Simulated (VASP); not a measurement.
# Ag (Fm-3m) in VASP: settings compared, part 3 of 3

VASP 6.6.1. Earlier steps stand in the parts before.

**5. Relaxation of cell and atoms, optPBE-vdW**

The input, INCAR:

```
SYSTEM = Ag
PREC = Accurate
ENCUT = 600
EDIFF = 1E-6
ISMEAR = -1
SIGMA = 0.05
LREAL = .FALSE.
LASPH = .TRUE.
NELM = 100
ALGO = Fast
ISIF = 3
LWAVE = .FALSE.
LCHARG = .FALSE.
GGA = OR
LUSE_VDW = .TRUE.
AGGAC = 0.0
IBRION = 2
NSW = 40
EDIFFG = -0.01
```

The input, KPOINTS:

```
Automatic mesh
0
G
  11 11 11
  0 0 0
```

The input, POSCAR:

```
Ag
1.0
    0.0000000000      2.0427500000      2.0427500000
    2.0427500000      0.0000000000      2.0427500000
    2.0427500000      2.0427500000      0.0000000000
Ag
1
Direct
    0.0000000000      0.0000000000      0.0000000000
```

Potentials or basis: VASP PAW PBE potentials, release 64 (Ag).

On the command line:

```
$ cat potpaw_PBE.64/Ag/POTCAR > POTCAR
$ mpirun -np 1 vasp_std > vasp.out
```

OUTCAR:

```text
SYSTEM = Ag
   PREC = Accurate
   ENCUT = 600
   EDIFF = 1E-6
   ISMEAR = -1
   LREAL = .FALSE.
   LASPH = .TRUE.
   NELM = 100
   ISIF = 3
   GGA = OR
   IBRION = 2
   NSW = 40
   EDIFFG = -0.01

 ion  position               nearest neighbor table
   1  0.000  0.000  0.000-

  LATTYP: Found a face centered cubic cell.
 ALAT       =     4.0855000000

  Lattice vectors:

 A1 = (   0.0000000000,   2.0427500000,   2.0427500000)
 A2 = (   2.0427500000,   0.0000000000,   2.0427500000)
 A3 = (   2.0427500000,   2.0427500000,   0.0000000000)

Analysis of symmetry for initial positions (statically):
=====================================================================
 Subroutine PRICEL returns:
 Original cell was already a primitive cell.

 Routine SETGRP: Setting up the symmetry group for a
 face centered cubic supercell.

 Subroutine GETGRP returns: Found 48 space group operations
 (whereof 48 operations were pure point group operations)
 out of a pool of 48 trial point group operations.

The static configuration has the point symmetry O_h .

Analysis of symmetry for dynamics (positions and initial velocities):
=====================================================================
 Subroutine PRICEL returns:
 Original cell was already a primitive cell.

 Routine SETGRP: Setting up the symmetry group for a
 face centered cubic supercell.

 Subroutine GETGRP returns: Found 48 space group operations
 (whereof 48 operations were pure point group operations)
 out of a pool of 48 trial point group operations.

The dynamic configuration has the point symmetry O_h .

 Subroutine INISYM returns: Found 48 space group operations
 (whereof 48 operations are pure point group operations),
 and found     1 'primitive' translations

----------------------------------------------------------------------------------------

                                     Primitive cell

  volume of cell :      17.0481

  direct lattice vectors                    reciprocal lattice vectors
     0.000000000  2.042750000  2.042750000    -0.244768082  0.244768082  0.244768082
     2.042750000  0.000000000  2.042750000     0.244768082 -0.244768082  0.244768082
     2.042750000  2.042750000  0.000000000     0.244768082  0.244768082 -0.244768082

  length of vectors
     2.888884755  2.888884755  2.888884755     0.423950755  0.423950755  0.423950755

  position of ions in fractional coordinates (direct lattice)
     0.000000000  0.000000000  0.000000000

  ion indices of the primitive-cell ions
   primitive index   ion index
                 1           1

----------------------------------------------------------------------------------------

 KPOINTS: Automatic mesh

Automatic generation of k-mesh.
 Grid dimensions read from file:
 generate k-points for:   11   11   11

 Generating k-lattice:

  Cartesian coordinates                     Fractional coordinates (reciprocal lattice)
    -0.022251644  0.022251644  0.022251644     0.090909091  0.000000000  0.000000000
     0.022251644 -0.022251644  0.022251644     0.000000000  0.090909091  0.000000000
     0.022251644  0.022251644 -0.022251644     0.000000000  0.000000000  0.090909091

  Length of vectors
     0.038540978  0.038540978  0.038540978

  Shift w.r.t. Gamma in fractional coordinates (k-lattice)
[... 41 lines left out ...]
   NGXF,Y,Z  is equivalent  to a cutoff of  27.62, 27.62, 27.62 a.u.
 SYSTEM =  Ag
   PREC   = accura    normal or accurate (medium, high low for compatibility)
   ISTART =      0    job   : 0-new  1-cont  2-samecut
   ICHARG =      2    charge: 1-file 2-atom 10-const
   ISPIN  =      1    spin polarized calculation?
   LNONCOLLINEAR =      F non collinear calculations
   LSORBIT =      F    spin-orbit coupling
   LASPH  =      T    aspherical Exc in radial PAW
   ENCUT  =  600.0 eV  44.10 Ry    6.64 a.u.   5.77  5.77  5.77*2*pi/ulx,y,z
   NELM   =    100;   NELMIN=  2; NELMDL= -5     # of ELM steps
   EDIFF  = 0.1E-05   stopping-criterion for ELM
   LREAL  =      F    real-space projection
   EDIFFG = -.1E-01   stopping-criterion for IOM
   NSW    =     40    number of steps for IOM
   IBRION =      2    ionic relax: 0-MD 1-quasi-New 2-CG
   NFREE  =      1    steps in history (QN), initial steepest desc. (CG)
   ISIF   =      3    stress and relaxation
   ISYM   =      2    0-nonsym 1-usesym 2-fastsym
   POTIM  = 0.5000    time-step for ionic-motion
   TEBEG  =    0.0;   TEEND  =   0.0 temperature during run
   PSTRESS=    0.0 pullay stress
   NELECT =      11.0000    total number of electrons
   NUPDOWN=      -1.0000    fix difference up-down
   EMIN   =  10.00;   EMAX   =-10.00  energy-range for DOS
   EFERMI =   0.00;   METHOD = LEGACY
   ISMEAR =    -1;   SIGMA  =   0.05  broadening in eV -4-tet -1-fermi 0-gaus
   EFERMI_NEDOS =   21; number of points for ismear=-14 and -15
   IALGO  =     68    algorithm
   IMIX   =      4    mixing-type and parameters
     AMIX     =   0.40;   BMIX     =  1.00
     AMIX_MAG =   1.60;   BMIX_MAG =  1.00
  volume/ion in A,a.u.               =      17.05       115.05
  Fermi-wavevector in a.u.,A,eV,Ry     =   1.414644  2.673290 27.228221  2.001218
  Thomas-Fermi vector in A             =   2.536165
   LORBIT       =      0    0 simple, 1 ext, 2 COOP (PROOUT), +10 PAW based schemes
   GGA     = OR    functional components
   LHFCALC =     F    Hartree Fock is set to
   AEXX    =    0.0000 exact exchange contribution
   IVDW_NL    =     1    kernel type
   BPARAM     = 6.3000
   IVDW    =     0    specifies the selected vdW correction
   LEPSILON=     F    determine dielectric tensor
   LRPA    =     F    only Hartree local field effects (RPA)
 conjugate gradient relaxation of ions
 non-spin polarized calculation
 RMM-DIIS sequential band-by-band and
  energy-cutoff  :      600.00
  volume of cell :       17.05
 maximum number of plane-waves:       578
   NGX = 11   NGY = 11   NGZ = 11

--------------------------------------- Ionic step        1  -------------------------------------------

 number of electron      10.9999999 magnetization

 Free energy of the ion-electron system (eV)
  ---------------------------------------------------
  ext. energy  EPLUGINS =         0.00000000
  ---------------------------------------------------
  free energy    TOTEN  =         0.60253403 eV

  energy without entropy =        0.60586589  energy(sigma->0) =        0.60419996

------------------------ aborting loop because EDIFF is reached ----------------------------------------

  FORCE on cell =-STRESS in cart. coord.  units (eV):
  Direction    XX          YY          ZZ          XY          YZ          ZX
  --------------------------------------------------------------------------------------
  -------------------------------------------------------------------------------------
  Total        0.5819804      0.5819804      0.5819804     -0.0000000     -0.0000000      0.0000000
  in kB       54.6944500     54.6944500     54.6944500     -0.0000000     -0.0000000      0.0000000
  external PRESSURE =      54.6944500 kB  Pullay stress =       0.0000000 kB
[... 135 lines left out ...]
--------------------------------------- Ionic step        5  -------------------------------------------

 number of electron      11.0000000 magnetization

 Free energy of the ion-electron system (eV)
  ---------------------------------------------------
  ext. energy  EPLUGINS =         0.00000000
  ---------------------------------------------------
  free energy    TOTEN  =         0.58756561 eV

  energy without entropy =        0.59154005  energy(sigma->0) =        0.58955283

 E-fermi :   7.9998     XC(G=0): -11.8571

 val. band max:        7.9930478469   @ k =  -0.2727   0.2727   0.0000
 cond. band min:       8.0427272438   @ k =   0.4545   0.3636   0.0000
 fundamental gap:      0.0496793969
 Fermi energy:         7.9998121998

 k-point     1 :       0.0000    0.0000    0.0000
  band No.  band energies     occupation
      1       0.3458      2.00000
      2       3.0257      2.00000
      3       3.0257      2.00000
      4       3.0257      2.00000
      5       3.9578      2.00000
      6       3.9578      2.00000
      7      23.7704      0.00000
      8      26.8697      0.00000
      9      26.8697      0.00000
[... 265 lines left out ...]
 k-point    24 :      -0.1818    0.1818    0.0000
  band No.  band energies     occupation
      1       2.2597      2.00000
      2       2.6780      2.00000
      3       3.2445      2.00000
      4       3.5852      2.00000
      5       3.6119      2.00000
      6       5.0621      2.00000
      7      19.2432      0.00000
      8      19.6464      0.00000
      9      26.0333      0.00000

 [... further k-points ...]

------------------------ aborting loop because EDIFF is reached ----------------------------------------

  FORCE on cell =-STRESS in cart. coord.  units (eV):
  Direction    XX          YY          ZZ          XY          YZ          ZX
  --------------------------------------------------------------------------------------
  -------------------------------------------------------------------------------------
  Total       -0.0039563     -0.0039563     -0.0039563     -0.0000000     -0.0000000      0.0000000
  in kB       -0.3524800     -0.3524800     -0.3524800     -0.0000000     -0.0000000      0.0000000
  external PRESSURE =      -0.3524800 kB  Pullay stress =       0.0000000 kB
[... 20 lines left out ...]
  energy  without entropy=        0.5915400533  energy(sigma->0) =        0.58955283

Total vdW correction in eV:      2.2611177

 reached required accuracy - stopping structural energy minimisation
```

CONTCAR:

```text
Ag
   1.00000000000000
    -0.0000000000000000    2.0794357579240463    2.0794357579240463
     2.0794357579240463   -0.0000000000000000    2.0794357579240463
     2.0794357579240463    2.0794357579240463    0.0000000000000000
  Ag
     1
Direct
     1.0000000000000000    0.0000000000000000    0.0000000000000000

  0.00000000E+00  0.00000000E+00  0.00000000E+00
```

Run time: 53 s. Hardware: 1 thread of AMD EPYC 9R45 (Zen 5), shared host; peak memory 0.25 GiB.

Results:

- Free energy: 0.5876 eV
- Relaxed volume: 17.98 Å³/atom
- Relaxed cell: a = 2.941 Å, b = 2.941 Å, c = 2.941 Å, α = 60.00°, β = 60.00°, γ = 60.00°
- Space group after relaxing (to 0.05 Å): Fm-3m (No. 225)
- Energy gained by relaxing: 15.0 meV/atom
- Ionic steps: 5
- Pressure after relaxing: 0.0 GPa
- Band gap on the k mesh: none (metal or under the smearing width)

The path:
```csv
step,energy change (eV),largest force (eV/Å),pressure (GPa),volume (Å³)
1,0.0000,0.0000,5.47,17.05
2,-0.0110,0.0000,-2.48,18.52
3,-0.0150,0.0000,0.17,17.99
4,-0.0150,0.0000,-0.14,18.02
5,-0.0150,0.0000,-0.04,17.98
```

Final structure:
```cif
data_structure
_symmetry_space_group_name_H-M 'P 1'
_symmetry_Int_Tables_number 1
_cell_length_a 2.9408
_cell_length_b 2.9408
_cell_length_c 2.9408
_cell_angle_alpha 60.000
_cell_angle_beta 60.000
_cell_angle_gamma 60.000
_cell_volume 17.98
loop_
_atom_site_label
_atom_site_type_symbol
_atom_site_fract_x
_atom_site_fract_y
_atom_site_fract_z
_atom_site_occupancy
Ag1 Ag 0.00000 0.00000 0.00000 1
```

Caveat: the PAW data sets were made with another functional, which shifts forces and pressure a little. Zero-point motion and thermal expansion aren't in these numbers.

**6. For comparison**

An earlier run on the cell as given: functional PBEsol; potentials or basis VASP PAW PBE potentials, release 64 (Ag); cutoff 520 eV; k mesh 11 × 11 × 11; occupations fermi-dirac, width 0.05 eV; no spin polarisation.

- Pressure: -3.1 GPa
- Band gap on the k mesh: none (metal or under the smearing width)

**7. Overview**

| task | level | cell | cutoff (eV) | ladder | gap on the mesh (eV) | pressure (GPa) | relaxed volume (Å³/atom) |
| --- | --- | --- | --- | --- | --- | --- | --- |
| relaxation of cell and atoms | optB86b-vdW | relaxed | 600 | - | none | 0.1 | - |
| relaxation of cell and atoms | rev-vdW-DF2 | relaxed | 600 | - | none | 0.0 | 17.13 |
| relaxation of cell and atoms | vdW-DF | relaxed | 600 | - | none | 0.0 | 19.06 |
| relaxation of cell and atoms | optPBE-vdW | relaxed | 600 | - | none | 0.0 | 17.98 |
| single point | PBEsol | as given | 520 | free | none | -3.1 | - |

Alike in all rows: potentials or basis VASP PAW PBE potentials, release 64 (Ag); no spin polarisation; k mesh 11 × 11 × 11; smearing fermi-dirac 0.05 eV.

Caveats: the PAW data sets were made with another functional, which shifts forces and pressure a little; the relaxation stopped at its first step, so nothing moved (some runs); the volume moved by +12 % from the deposited cell, more than functionals usually miss (some runs).

Absolute energies hang on the potentials; compare differences alone.
